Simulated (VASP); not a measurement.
PbSe (Clausthalite):

```xyz
2
Lattice="0.0000 3.0606 3.0606 3.0606 0.0000 3.0606 3.0606 3.0606 0.0000" Properties=species:S:1:pos:R:3 pbc="T T T"
Pb    0.0000    0.0000    0.0000
Se    3.0606    3.0606    3.0606
```

```yaml
Program: VASP 6.6.1
Task: relaxation of cell and atoms
Functional: optB88-vdW
Potentials_or_basis: VASP PAW PBE potentials, release 64 (Pb_d, Se)
Cutoff: 600 eV
k_mesh: 8 × 8 × 8
Occupations: fermi-dirac, width 0.05 eV
Spin: no spin polarisation
```

At the start: pressure 2.1 GPa; volume 28.67 Å³/atom.

Problem. Where does the relaxation end?

Solution. Over 3 steps the energy falls by 7.3 meV/atom and the volume is 29.82 Å³/atom (+4.0 %); space group Fm-3m (No. 225, to 0.05 Å).

Step by step:
```
step  energy change (eV)  largest force (eV/Å)  pressure (GPa)  volume (Å³)
   1              0.0000                0.0000            2.13        57.34
   2             -0.0125                0.0000           -0.74        60.56
   3             -0.0147                0.0000            0.00        59.63
```

Final structure:
```
Pb Se
1.0
     0.00000    3.10086    3.10086
     3.10086    0.00000    3.10086
     3.10086    3.10086    0.00000
Pb Se
1 1
Direct
  0.00000 0.00000 0.00000
  0.50000 0.50000 0.50000
```

The cell as given is a measured one (28.67 Å³/atom); optB88-vdW puts the equilibrium volume +4.0 % from it, thermal expansion not counted.

Caveat: the PAW data sets were made with another functional, which shifts forces and pressure a little.
